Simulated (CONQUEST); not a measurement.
## SrCl2 under changes of volume

One of the cells (28.299 Å³/atom); the others are scaled copies at fixed shape and fractional positions:

```xyz
6
Lattice="4.9333 0.0000 0.0000 0.0000 4.9333 0.0000 0.0000 0.0000 6.9767" Properties=species:S:1:pos:R:3 pbc="T T T"
Sr    0.0000    0.0000    0.0000
Sr    2.4666    2.4666    3.4884
Cl    0.0000    2.4666    1.7442
Cl    2.4666    0.0000    5.2325
Cl    0.0000    2.4666    5.2325
Cl    2.4666    0.0000    1.7442
```

```yaml
Program: CONQUEST 1.3
Functional: PBEsol
Potentials_or_basis: PseudoDojo NC PBEsol, DZP, grid of 48 × 48 × 72 points
k_mesh: 6 × 6 × 4
Occupations: fermi-dirac, width 0.05 eV
Spin: no spin polarisation
```

| volume (Å³/atom) | energy over the lowest point (meV/atom) | pressure (GPa) | gap on the mesh (eV) |
| --- | --- | --- | --- |
| 26.601 | ? | ? | ? |
| 27.167 | 1.57 | 0.8 | 5.28 |
| 27.733 | 0.00 | 0.0 | 5.29 |
| 28.299 | 1.24 | -0.7 | 5.25 |
| 28.865 | 4.84 | -1.3 | 5.18 |
| 29.431 | 10.37 | -2.0 | 5.10 |
| 29.997 | 18.50 | -2.6 | 5.03 |

Task: What does the run at 26.601 Å³/atom give?

Result: Energy over the lowest point 6.58 meV/atom; pressure 1.9 GPa; gap on the mesh 5.26 eV.

Worked out: A Birch-Murnaghan fit of order 3 (a polynomial in V^(-2/3)) to the other rows has its minimum at 27.77 Å³/atom with B0 = V·E''(V) = 35 GPa (rough, since the energies scatter). It gives 5.69 meV/atom at 26.601 Å³/atom, against the run's 6.58, and -dE/dV = 1.6 GPa, against 1.9. A parabola through the other rows of the gap, of slope 1.11 eV per unit of ln V there, extrapolates to 5.28 eV, against the run's 5.26.

Energies are extrapolated to zero smearing.

Caveats: the basis of atomic orbitals isn't converged, which shifts pressures, moduli and gaps; the real-space grid breaks the cell's symmetry a little (some runs).

A mesh can miss the band edges. Spin-orbit coupling on Sr is left out.
